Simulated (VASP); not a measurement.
Crystal: Al.

```
Al
1.0
     2.81246    0.00000    0.00000
    -1.40623    2.43566    0.00000
     0.00000    0.00000    4.86685
Al
2
Cartesian
  0.0000 1.6238 1.2167
  1.4062 0.8119 3.6501
```

This isn't the form of Al at room conditions, which is fcc.

| Quantity | Value |
| --- | --- |
| Program | VASP 6.6.1 |
| Task | single point |
| Functional | PBE |
| Potentials or basis | VASP PAW PBE potentials, release 64 (Al) |
| Cutoff | 520 eV |
| k mesh | 11 × 11 × 6 |
| Occupations | fermi-dirac, width 0.05 eV |
| Spin | no spin polarisation |

On this cell: pressure 0.1 GPa; largest force under 0.003 eV/Å; band gap on the k mesh none (metal or under the smearing width).

The same run follows on a disturbed copy (atoms moved at random, drawn with an rms of 0.05 Å):

```
Al
1.0
     2.81246    0.00000    0.00000
    -1.40623    2.43566    0.00000
     0.00000    0.00000    4.86685
Al
2
Cartesian
  -0.0255 1.5758 1.1943
  1.4069 0.8260 3.6656
```

**Question.** What changes?

**Answer.** The energy (extrapolated to zero smearing) moves by +2.1 meV/atom; pressure 0.2 GPa; largest force 0.137 eV/Å; band gap on the k mesh none (metal or under the smearing width).

Forces on the atoms (eV/Å):
```
Al   0.024  0.046  0.126
Al  -0.024 -0.046 -0.126
```

Stress tensor (GPa, compression positive):
```
 1.77  0.02  0.03
 0.02  1.68  0.06
 0.03  0.06 -2.80
```
